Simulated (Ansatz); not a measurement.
Te2Mo (layers cut from the bulk crystal), computed twice by G0W0.

The cell holds 3 atoms: 2 Te and 1 Mo. Cell: a = 3.444 Å, b = 3.444 Å, c = 30.500 Å, α = 90.0°, β = 90.0°, γ = 120.0°. It derives from Te2Mo. Vacuum lies along c.

```xyz
3
Lattice="3.4444 0.0000 0.0000 -1.7222 2.9829 0.0000 0.0000 0.0000 30.5000" Properties=species:S:1:pos:R:3
Te    0.0000    1.9886   13.4344
Mo    1.7222    0.9943   15.2500
Te    0.0000    1.9886   17.0656
```

The structure was relaxed with PBEsol-D3(BJ). The runs that relaxed it are not among those shown. Spin-orbit coupling is left out unless a run names it.

The first (Ansatz 0.2.0; start PBEsol, 6×6×1 mesh, 416 empty bands, screening to 70 eV, PAW set soft_1 files; 1 × NVIDIA H100 80GB HBM3 (shared by 6 runs) with 2 threads of AMD EPYC 7R13 (Zen 3), shared host) gave, on its mesh: starting gap 1.27 eV, G0W0 gap 1.68 eV, mean of 1 + 4πα/V (set by the cell height) 3.89, 17 s.

The second changes empty bands from 416 to 166 and screening cutoff (eV) from 70.0 to 38. What does it give?

It gave: starting gap 1.27 eV, G0W0 gap 1.65 eV, mean of 1 + 4πα/V (set by the cell height) 3.93, 10 s. The G0W0 gap moves by −0.03 eV, +0.00 eV from the start and −0.03 eV from the correction. Σc changes by +0.32 eV at the valence top and +0.29 eV at the conduction bottom, and Σx − Vxc between them by +0.00 eV.

Limits: not at the basis limit; coarse mesh for a sheet; no spin-orbit coupling.

[Paths, hosts, dates, memory and timing lines, banners, echoed tables and standing remarks are left out of the program output.]

[Logs are printed without paths, hosts, clocks, repeated set-up lines and the standing remarks that a program may print on its own settings, such as how far it seeks lower states.]

[Runs of the session that timed out or met a known fault of the program may be left out.]

[Cells called generated may have been cut or substituted from an entry of the Crystallography Open Database or the Materials Project.]

[Hosts, paths, dates, database ids (printed as entryN), source tags and the programs' standing remarks are cut or masked in the printed files.]
